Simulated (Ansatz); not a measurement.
**PbSe (Clausthalite): single point with PBE**

**What was measured.**

From a printed reference work, monograph, for a bulk crystal of PbSe at 4.2 K: band gap 0.15 eV (direct).

PbSe (Clausthalite):

```
Pb Se
1.0
     0.00000    3.06065    3.06065
     3.06065    0.00000    3.06065
     3.06065    3.06065    0.00000
Pb Se
1 1
Direct
  0.00000 0.00000 0.00000
  0.50000 0.50000 0.50000
```

```
Program             : Ansatz 0.2.0
Task                : single point
Functional          : PBE
Potentials or basis : all-electron LAPW, scalar-relativistic
Cutoff              : 188 eV (chosen from the basis error)
Basis error allowed : 0.001 eV/atom
k mesh              : 8 × 8 × 8
Occupations         : gaussian, width 0.022 eV
Spin                : no spin polarisation
```

The pressure is 2.4 GPa. The band gap on the k mesh is 0.28 eV, direct.

Levels at points of the mesh, in eV from the valence-band top:
```csv
k point,band 26,band 27,band 28,band 29,band 30,band 31,band 32,band 33,band 34,band 35
"(0.00, 0.00, 0.00)",-13.60,-6.30,-1.89,-1.89,-1.89,4.71,4.71,4.71,6.52,6.52
"(0.00, 0.00, -0.50)",-12.54,-8.80,-1.48,-1.48,0.00,0.28,1.69,1.69,8.54,10.17
"(0.00, -0.50, -0.50)",-12.17,-7.38,-4.99,-3.24,-3.24,3.69,5.60,5.60,6.04,11.33
```

It took 8.4 s on 1 thread of Arm Neoverse V1, with other jobs on the host, peak memory 0.29 GiB.

A measured gap of PbSe is 0.15 eV (direct; 4.2 K; a printed reference work, monograph); the calculated 0.28 eV misses it by +0.13 eV. 2 values of this kind are on record (0.15 to 0.28 eV); this one was drawn at random. Spin-orbit coupling on Pb, Se is left out. The value is that of PBE on a finite k mesh, which can miss the band edges, without temperature or zero-point motion.

Caveat: spin-orbit coupling is left out, which as a rule narrows the gap of such compounds by several tenths of an eV.
